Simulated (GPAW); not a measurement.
# Fe (Fmmm) in GPAW: single point with PBE

Aim: the single point of Fe with PBE.

Program: GPAW 26.7.0. These are calculated values, not measurements. Logs are shortened: lines on timing, memory, paths and dates and some standing lists are left out, and cuts for length are marked. The log counts tension as positive stress, the text compression.

### Step 1. The crystal as given

Symmetry: Fmmm, No. 69, orthorhombic system. Conventional cell: a = 2.997 Å, b = 3.883 Å, c = 3.930 Å, α = 90.00°, β = 90.00°, γ = 90.00°. Fe (site symmetry mmm) is surrounded by 12 Fe at 2.45 to 2.76 Å.

### Step 2. Single point, PBE, collinear spin, ferromagnetic start

run.py

```python
from ase.dft.bandgap import bandgap
from ase.io import read, write
from ase.units import GPa
from gpaw import GPAW, PW

atoms = read('Fe.cif')
atoms.set_initial_magnetic_moments([4.0, 4.0, 4.0, 4.0])

calc = GPAW(mode=PW(400),
            xc='PBE',
            kpts={'size': (7, 6, 6), 'gamma': True},
            occupations={'name': 'fermi-dirac', 'width': 0.05},
            nbands=34,
            maxiter=120,
            txt='gpaw.txt')
atoms.calc = calc
energy = atoms.get_potential_energy()
forces = atoms.get_forces()
stress = atoms.get_stress()
calc.write('gs.gpw')
write('result.traj', atoms)
print(f'Energy: {energy:.6f} eV')
print('Forces (eV/A):')
print(forces.round(4))
print('Stress (GPa):', (stress / GPa).round(3))
print('Moments:', calc.get_magnetic_moments().round(3))
print('Fermi level:', round(calc.get_fermi_level(), 4), 'eV')
print(f'Gap: {bandgap(calc)[0]:.4f} eV, direct: {bandgap(calc, direct=True)[0]:.4f} eV')
```

Fe.cif

```cif
data_Fe
_cell_length_a 2.99687942
_cell_length_b 3.88347938
_cell_length_c 3.93021032
_cell_angle_alpha 90.00000000
_cell_angle_beta 90.00000000
_cell_angle_gamma 90.00000000
_space_group_name_H-M_alt 'Fmmm'
_space_group_name_Hall '-F 2 2'
_space_group_IT_number 69
loop_
_space_group_symop_operation_xyz
'x,y,z'
'-x,-y,-z'
'-x,-y,z'
'x,y,-z'
'x,-y,-z'
'-x,y,z'
'-x,y,-z'
'x,-y,z'
'x,y+1/2,z+1/2'
'-x,-y+1/2,-z+1/2'
'-x,-y+1/2,z+1/2'
'x,y+1/2,-z+1/2'
'x,-y+1/2,-z+1/2'
'-x,y+1/2,z+1/2'
'-x,y+1/2,-z+1/2'
'x,-y+1/2,z+1/2'
'x+1/2,y,z+1/2'
'-x+1/2,-y,-z+1/2'
'-x+1/2,-y,z+1/2'
'x+1/2,y,-z+1/2'
'x+1/2,-y,-z+1/2'
'-x+1/2,y,z+1/2'
'-x+1/2,y,-z+1/2'
'x+1/2,-y,z+1/2'
'x+1/2,y+1/2,z'
'-x+1/2,-y+1/2,-z'
'-x+1/2,-y+1/2,z'
'x+1/2,y+1/2,-z'
'x+1/2,-y+1/2,-z'
'-x+1/2,y+1/2,z'
'-x+1/2,y+1/2,-z'
'x+1/2,-y+1/2,z'
loop_
_atom_site_label
_atom_site_type_symbol
_atom_site_symmetry_multiplicity
_atom_site_Wyckoff_symbol
_atom_site_fract_x
_atom_site_fract_y
_atom_site_fract_z
_atom_site_occupancy
Fe1 Fe 4 a 0.0000000000 0.0000000000 0.0000000000 1
```

Potentials or basis: GPAW PAW data sets (gpaw-data 1.2.1), pw.

On the command line:

```sh
$ OMP_NUM_THREADS=1 python run.py
```

gpaw.txt:

```text
__  _  _
 | _ |_)|_||  |
 |__||  | ||/\| - 26.7.0

Input parameters:
  mode=PW(ecut=400.0),
  kpts=MonkhorstPack(size=(7, 6, 6), gamma=True),
  maxiter=120,
  nbands=34,
  occupations=Occupations(name='fermi-dirac', width=0.05),
  xc=XC(name='PBE')

Diagonalizing LCAO Hamiltonian
Converting LCAO to pw mode
   .------.
  /|      |
 * |      |
 |Fe      |
 | |      |
 | .-Fe---.
 |/   Fe /
 Fe-----*

Atoms  # Å, Bohr magnetons
|   | symbol |        x |        y |        z |    initial magnetic moments |
|---|--------|----------|----------|----------|-----------------------------|
| 0 |     Fe | 0.000000 | 0.000000 | 0.000000 | ( 0.0000,  0.0000,  4.0000) |
| 1 |     Fe | 0.000000 | 1.941740 | 1.965105 | ( 0.0000,  0.0000,  4.0000) |
| 2 |     Fe | 1.498440 | 0.000000 | 1.965105 | ( 0.0000,  0.0000,  4.0000) |
| 3 |     Fe | 1.498440 | 1.941740 | 0.000000 | ( 0.0000,  0.0000,  4.0000) |

Unit cell  # Å
| periodic |        x |        y |        z |  lengths |    angles |
|----------|----------|----------|----------|----------|-----------|
|      yes | 2.996879 | 0.000000 | 0.000000 | 2.996879 | 90.000000 |
|      yes | 0.000000 | 3.883479 | 0.000000 | 3.883479 | 90.000000 |
|      yes | 0.000000 | 0.000000 | 3.930210 | 3.930210 | 90.000000 |

Number of symmetries: 8
Symmetry operations  # r_c * U_cc + t_c -> r_c
|   | kind |            matrix            |
|---|------|------------------------------|
| 0 |  E   |  1, 0, 0,  0, 1, 0,  0, 0, 1 |
| 1 |  σ   |  1, 0, 0,  0, 1, 0,  0, 0,-1 |
| 2 |  σ   |  1, 0, 0,  0,-1, 0,  0, 0, 1 |
| 3 |  C2  |  1, 0, 0,  0,-1, 0,  0, 0,-1 |
| 4 |  σ   | -1, 0, 0,  0, 1, 0,  0, 0, 1 |
| 5 |  C2  | -1, 0, 0,  0, 1, 0,  0, 0,-1 |
| 6 |  C2  | -1, 0, 0,  0,-1, 0,  0, 0, 1 |
| 7 |  i   | -1, 0, 0,  0,-1, 0,  0, 0,-1 |

BZ-sampling:
  Number of BZ points: 252
  Number of IBZ points: 64

  Monkhorst-Pack size: [7, 6, 6]
  Monkhorst-Pack shift: [0.0, 0.08333333333333333, 0.08333333333333333]

K-points  # in reciprocal-cell coordinates
|     |                                coordinates |     weight |
|-----|--------------------------------------------|------------|
|   0 | (  0.00000000,   0.00000000,   0.00000000) | 0.00396825 |
|   1 | (  0.00000000,   0.00000000,   0.16666667) | 0.00793651 |
|   2 | (  0.00000000,   0.00000000,   0.33333333) | 0.00793651 |
|   3 | (  0.00000000,   0.00000000,   0.50000000) | 0.00396825 |
|   4 | (  0.00000000,   0.16666667,   0.00000000) | 0.00793651 |
|   5 | (  0.00000000,   0.16666667,   0.16666667) | 0.01587302 |
|   6 | (  0.00000000,   0.16666667,   0.33333333) | 0.01587302 |
|   7 | (  0.00000000,   0.16666667,   0.50000000) | 0.00793651 |
|   8 | (  0.00000000,   0.33333333,   0.00000000) | 0.00793651 |
|   9 | (  0.00000000,   0.33333333,   0.16666667) | 0.01587302 |
| ... |                                            |            |
|  63 | (  0.42857143,   0.50000000,   0.50000000) | 0.00793651 |

Plane wave coefficients: 846
Cutoff: 400.0 eV

Spin-components: 2 (collinear spins)
Bands:           34
Projectors:      24
Spin-degeneracy: 1
Datatype:        complex128

Parallelization:
  kpt:    1
  domain: 1
  band:   1

Density:
  Valence electrons: 32.0
  Components: 2
  Grid points: [14 18 20]
  Charge: 0.0  # |e|

Potential:
  Grid points: [14 18 20]

species:
  Fe:
    name:    Iron
    Z:       26.0
    valence: 8
    core:    18
    charge:  0.0  # [|e|]
    compensation charges:
      type: gauss
      rc: 0.33  # [Å]
      lmax: 2
    cutoffs:
      filter: 2.06  # [Å]
      core: 2.67  # [Å]
    projectors
    | kind |    occ | energy [eV] | rcut [Å] |
    |------|--------|-------------|----------|
    |   4s |  2.000 |      -5.291 |    1.164 |
    |   4p |  0.000 |      -1.326 |    1.058 |
    |   3d |  6.000 |      -7.505 |    1.058 |
    |    s |        |      21.920 |    1.164 |
    |    p |        |      25.885 |    1.058 |
    |    d |        |      19.706 |    1.058 |

    Using partial waves for Fe as LCAO basis

Reference energy: -138477.818400  # eV

eigensolver:
  PPCG
  Converge bands: occupied
  niter=2

density mixing:
  MSR1-Mixer
  Pratt-step length: 0.05
  Maximum mixing coefficient: 0.75
  Old densities: 10
  SVD Regularization: 0.005
  Good broyden scale: 1.0
  Trust region scale: 1.0
  Backstep threshold: 4.0
  History deletion threshold: 6.0
  Fourier metric: weight=20.0, sigma=0.015

occupation numbers:
  Fermi-Dirac:
    width: 0.0500  # eV

poisson solver:
  ecut: 3200.0  # eV

xc functional:
  name: PBE with 2 nearest neighbor stencil

convergence criteria:
- Maximum [total energy] change in last 3 cyles: 0.0005 eV / valence electron
- Maximum integral of absolute [dens]ity change: 0.0001 electrons / valence electron
- Maximum integral of absolute [eigenst]ate change: 4e-08 eV^2 / valence electron
maximum number of iterations: 120

SCF iterations
|iter     | |      energy | eigst |  dens |  magmom |
|---------|-|-------------|-------|-------|---------|
|iter:   1| |  -33.924495 | +0.34 |       | +16.0283|
|iter:   2| |  -34.050257 | -1.53 | -0.71 | +15.7763|
|iter:   3| |  -35.416260 | -1.64 | -0.73 | +11.7552|
|iter:   4| |  -35.560359 | -1.84 | -1.08 | +11.0609|
|iter:   5| |  -36.349685 | -1.91 | -1.06 |  +9.1745|
|iter:   6| |  -35.526275 | -2.29 | -0.90 |  +8.6072|
|iter:   7| |  -35.621385 | -3.21 | -1.61 |  +8.7721|
|iter:   8| |  -35.557635 | -3.39 | -1.48 |  +8.7107|
|iter:   9| |  -35.569741 | -3.82 | -1.79 |  +8.7197|
|iter:  10| |  -35.576924 | -3.89 | -1.99 |  +8.7729|
|iter:  11| |  -35.573816c| -4.78 | -2.14 |  +8.7740|
|iter:  12| |  -35.574049c| -5.24 | -2.70 |  +8.7769|
|iter:  13| |  -35.574157c| -5.44 | -3.00 |  +8.7939|
|iter:  14| |  -35.574165c| -6.65 | -3.63 |  +8.7999|
|iter:  15| |  -35.574167c| -8.00c| -4.34c|  +8.8001|

Converged in 15 steps
Energy contributions relative to reference atoms: (reference = -138477.818400)

Energy contributions:
  Kinetic:          27.272294
  Coulomb:         -23.211733
  Zero:              1.166635
  External:          0.000000
  Xc:              -40.784966
  Entropy:          -0.032794
  Spinorbit:         0.000000
  ----------------------------
  Free energy:     -35.590564
  Extrapolated:    -35.574167

dipole moment: (-14.703511, -19.053415, -19.282683)  # |e|*Ang

Total magnetic moment: (0.000000, 0.000000, 8.800064)

Local magnetic moments
|        x |        y |        z |
|----------|----------|----------|
| 0.000000 | 0.000000 | 2.238011 |  # Fe   0
| 0.000000 | 0.000000 | 2.237622 |  # Fe   1
| 0.000000 | 0.000000 | 2.237627 |  # Fe   2
| 0.000000 | 0.000000 | 2.238107 |  # Fe   3

Fermi level: 10.081
Eigenvalues  # (at kpt = [0.000, 0.000, 0.000])
| band index |      eig [eV] | occ [0-1] |      eig [eV] | occ [0-1] |
|------------|---------------|-----------|---------------|-----------|
|          0 |         1.521 |     1.000 |         1.673 |     1.000 |
|        ... |               |           |               |           |
|          5 |         6.349 |     1.000 |         7.947 |     1.000 |
|          6 |         6.363 |     1.000 |         8.003 |     1.000 |
|          7 |         7.628 |     1.000 |         9.461 |     1.000 |
|          8 |         7.716 |     1.000 |         9.609 |     1.000 |
|          9 |         8.047 |     1.000 |        10.108 |     0.371 |
|         10 |         8.718 |     1.000 |        10.896 |     0.000 |
[... 8 lines left out ...]
|         19 |        10.464 |     0.000 |        12.381 |     0.000 |
|         20 |        10.541 |     0.000 |        12.445 |     0.000 |
|        ... |               |           |               |           |
|         33 |        30.863 |     0.000 |        31.941 |     0.000 |

No gap
No difference between direct/indirect transitions

Forces  # eV/Ang
|        x |       y |       z |
|----------|---------|---------|
|  0.00000 | 0.00000 | 0.00000 |  # Fe   0
| -0.00000 | 0.00000 | 0.00000 |  # Fe   1
| -0.00000 | 0.00000 | 0.00000 |  # Fe   2
| -0.00000 | 0.00000 | 0.00000 |  # Fe   3

Stress tensor  # eV/Ang^3
|        x |        y |        z |
|----------|----------|----------|
| 0.068394 | 0.000000 | 0.000000 |
| 0.000000 | 0.004117 | 0.000000 |
| 0.000000 | 0.000000 | 0.016832 |

# Writing to gs.gpw (mode='')
```

Wall time 93 s (1 thread of Arm Neoverse V2, shared host); peak memory 0.2 GiB.

These settings aren't checked as converged: the numbers below hold their error.

Results:

* Free energy: -35.5906 eV
* Pressure: -4.8 GPa
* Band gap on the k mesh: none (metal or under the smearing width)
* Net moment: 8.80 μB per cell
* Site moments: Fe +2.24 μB

Caveat: the cutoff is short for stress and forces, so pressures can be off by a GPa or more.
